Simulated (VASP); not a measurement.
Input of a VASP 6.6.1 run:

INCAR

```
SYSTEM = Cs2SnI6
PREC = Accurate ; ENCUT = 600
EDIFF = 1E-7 ; ISMEAR = 0
SIGMA = 0.03 ; LREAL = .False.
LASPH = .True. ; NELM = 80
ALGO = Normal ; ISIF = 3
LWAVE = .False. ; LCHARG = .False.
GGA = PS ; IBRION = 2
NSW = 90 ; EDIFFG = -0.005
KPAR = 2
```

Contents of KPOINTS:

```
regular mesh
0
Gamma
  6 6 6
  0 0 0
```

Contents of POSCAR:

```
Cs2SnI6                                 
1.0
    0.0000000000      5.7875974056      5.7875974056
    5.7875974056      0.0000000000      5.7875974056
    5.7875974056      5.7875974056      0.0000000000
  Cs              Sn              I             
     2     1     6
Direct
     0.2500000000000000    0.2500000000000000    0.2500000000000000
     0.7500000000000000    0.7500000000000000    0.7500000000000000
     0.0000000000000000    0.0000000000000000    0.0000000000000000
     0.7520138505237577    0.2479861494762422    0.2479861494762422
     0.2479861494762422    0.7520138505237577    0.2479861494762422
     0.2479861494762422    0.7520138505237577    0.7520138505237577
     0.7520138505237577    0.2479861494762422    0.7520138505237577
     0.2479861494762422    0.2479861494762422    0.7520138505237577
     0.7520138505237577    0.7520138505237577    0.2479861494762422
```

Potentials or basis: VASP PAW PBE potentials, release 64 (Cs_sv, Sn_d, I).

Command:

```sh
$ cat potpaw_PBE.64/Cs_sv/POTCAR potpaw_PBE.64/Sn_d/POTCAR potpaw_PBE.64/I/POTCAR > POTCAR
$ mpirun -np 2 vasp_std > vasp.out
```

Q: Predict the relaxed cell.

A: a = 8.174 Å, b = 8.174 Å, c = 8.174 Å, α = 60.00°, β = 60.00°, γ = 60.00°.

Q: Estimate the band gap on the k mesh.

A: None (metal or under the smearing width).

Q: Estimate the relaxed volume.

A: 42.91 Å³/atom.

Forces in eV/Å, atoms in the order of the input:
```
Cs   0.000  0.000  0.000
Cs   0.000  0.000  0.000
Sn   0.000  0.000  0.000
I    0.003  0.000  0.000
I    0.000  0.003  0.000
I   -0.003  0.000  0.000
I    0.000 -0.003  0.000
I    0.000  0.000  0.003
I    0.000  0.000 -0.003
```

Caveat: the PAW data sets were made with another functional, which shifts forces and pressure a little. Spin-orbit coupling is left out, which matters for the levels of Cs, I.
